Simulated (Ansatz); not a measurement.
# CdTe: the cost of one run

Program: Ansatz 0.2.0. Level of theory: DFT PBEsol, scalar-relativistic, plane waves, PAW. These are calculated values, not measurements.

The COD entry's cell or inner coordinates are ideal or old and differ from later refinements, so a difference from it is no clean test against experiment.

10 further runs of the same task are left out: 10 set aside as unsound or not needed.

### 1 Starting point

The structure is cubic, space group F-43m (No. 216). Conventional cell: a = 6.490 Å, b = 6.490 Å, c = 6.490 Å, α = 90.00°, β = 90.00°, γ = 90.00°. Cd (site symmetry -43m) has 4 Te at 2.81 Å as nearest neighbours. Te (site symmetry -43m) has 4 Cd at 2.81 Å as nearest neighbours.

Structure file:

```xyz
2
Lattice="0.0000 3.2448 3.2448 3.2448 0.0000 3.2448 3.2448 3.2448 0.0000" Properties=species:S:1:pos:R:3 pbc="T T T"
Cd    0.0000    0.0000    0.0000
Te    4.8672    4.8672    4.8672
```

This cell was relaxed beforehand with the same method: volume 34.16 Å³/atom, gap on the mesh 0.65 eV.

### 2 What is varied

The energy is mapped over a normal mode and a strain (zone-centre modes of the cell shown).

The axes are (1) amplitude of mode 6 (141 cm⁻¹), largest displacement in the unstrained cell: 11 values from −0.088 Å; (2) equal normal strain along x, y and z: 7 values from −2.50 %.

Nothing else is relaxed (the pattern is fixed in fractional coordinates). Energies count from the relaxed high-symmetry cell. Points are written as (first, second).

The modes come from a phonon run on the reference cell, made beforehand.

The patterns, per unit of each coordinate (Å):

```csv
atom,x1,y1,z1
Cd1,0.000,1.000,0.000
Te2,0.000,-0.881,0.000
```

### 3 The run at (0.000 Å, −2.50 %)

File input.yaml:

```yaml
crystal:
  lattice:
    - [0.0, 3.1636874711, 3.1636874711]
    - [3.1636874711, 0.0, 3.1636874711]
    - [3.1636874711, 3.1636874711, 0.0]
  atoms:
    - { symbol: Cd, position: [0.0, 0.0, 0.0] }
    - { symbol: Te, position: [0.75, 0.75, 0.75] }
basis:
  ecutwfc: 420
kpoints:
  mp_grid: { grid: [8, 8, 8] }
hamiltonian:
  xc: pbesol
  pseudopotentials: { kind: paw, azcp: { folder: soft_1 } }
scf:
  occupations: { method: gaussian, width: 0.05 }
output:
  forces: true
  stress: true
  eigenvalues: true
```

The run is started by

```
$ ansatz run input.yaml --threads 1 --pin off --max-ram 2048MiB --backend cpu --events-out ev --progress --plain --runs-dir out
```

Q: Estimate wall time and peak memory on 1 thread of AMD EPYC 9R45 (Zen 5), shared host.

About 1.4 s, with a peak of 0.39 GiB.
